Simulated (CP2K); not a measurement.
Runs of CP2K 2026.2 on BeTe. Symmetry: F-43m, No. 216, cubic system. Conventional cell: a = 5.540 Å, b = 5.540 Å, c = 5.540 Å, α = 90.00°, β = 90.00°, γ = 90.00°. Around Te (site symmetry -43m) lie 4 Be at 2.40 Å. Be (site symmetry -43m) is surrounded by 4 Te at 2.40 Å. 

| task | level | potentials or basis | smearing | NGRIDS | CUTOFF of the grids | points a segment of the path (NPOINTS) | bands added on the path | gap on the mesh (eV) | pressure (GPa) |
| --- | --- | --- | --- | --- | --- | --- | --- | --- | --- |
| single point | PBE | POTENTIAL_UZH Te GTH-PBE-q6, Be GTH-PBE-q4; TZVP-MOLOPT-PBE-GTH basis | gaussian 0.016 eV | 4 | 850 Ry | - | - | 2.54 | 5.5 |
| single point | PBE | POTENTIAL_UZH Te GTH-PBE-q6, Be GTH-PBE-q4; TZVP-MOLOPT-PBE-GTH basis | gaussian 0.022 eV | 4 | 850 Ry | - | - | 2.54 | 5.5 |
| single point | PBE | POTENTIAL_UZH Te GTH-PBE-q6, Be GTH-PBE-q4; TZVP-MOLOPT-PBE-GTH basis | gaussian 0.021 eV | 5 | 850 Ry | - | - | 2.54 | 5.5 |
| single point | PBE | POTENTIAL_UZH Te GTH-PBE-q6, Be GTH-PBE-q4; TZVP-MOLOPT-PBE-GTH basis | gaussian 0.019 eV | 4 | 850 Ry | - | - | 2.54 | 5.5 |
| single point | PBE | POTENTIAL_UZH Te GTH-PBE-q6, Be GTH-PBE-q4; TZVP-MOLOPT-PBE-GTH basis | gaussian 0.015 eV | 4 | 850 Ry | - | - | 2.54 | 5.5 |
| single point | PBE | POTENTIAL_UZH Te GTH-PBE-q6, Be GTH-PBE-q4; TZVP-MOLOPT-PBE-GTH basis | gaussian 0.013 eV | 4 | 850 Ry | - | - | 2.54 | 5.5 |
| single point | PBE | POTENTIAL_UZH Te GTH-PBE-q6, Be GTH-PBE-q4; TZVP-MOLOPT-PBE-GTH basis | gaussian 0.028 eV | 5 | 850 Ry | - | - | 2.54 | 5.5 |
| single point | PBE | POTENTIAL_UZH Te GTH-PBE-q6, Be GTH-PBE-q4; TZVP-MOLOPT-PBE-GTH basis | gaussian 0.018 eV | 4 | 850 Ry | - | - | 2.54 | 5.5 |
| band structure | r2SCAN | POTENTIAL_UZH Te GTH-SCAN-q6, Be GTH-SCAN-q4; TZVP-MOLOPT-SCAN-GTH basis | fermi-dirac 0.05 eV | 4 | 1250 Ry | 10 | 2 | 2.92 | (a) |
| single point | PBE | POTENTIAL_UZH Te GTH-PBE-q6, Be GTH-PBE-q4; TZVP-MOLOPT-PBE-GTH basis | gaussian 0.012 eV | 4 | 850 Ry | - | - | 2.54 | 5.5 |

Alike in all rows: no spin polarisation; cell as given; k mesh 8 × 8 × 8.

Problem. Fill in the values left out.

Solution. (a) 4.9.

Caveats: spin-orbit coupling is left out, which moves the levels of the heavy elements; the basis of atomic orbitals isn't converged, which shifts pressures, moduli and gaps.

A k mesh can miss the band edges, and the runs leave out spin-orbit coupling on Te.
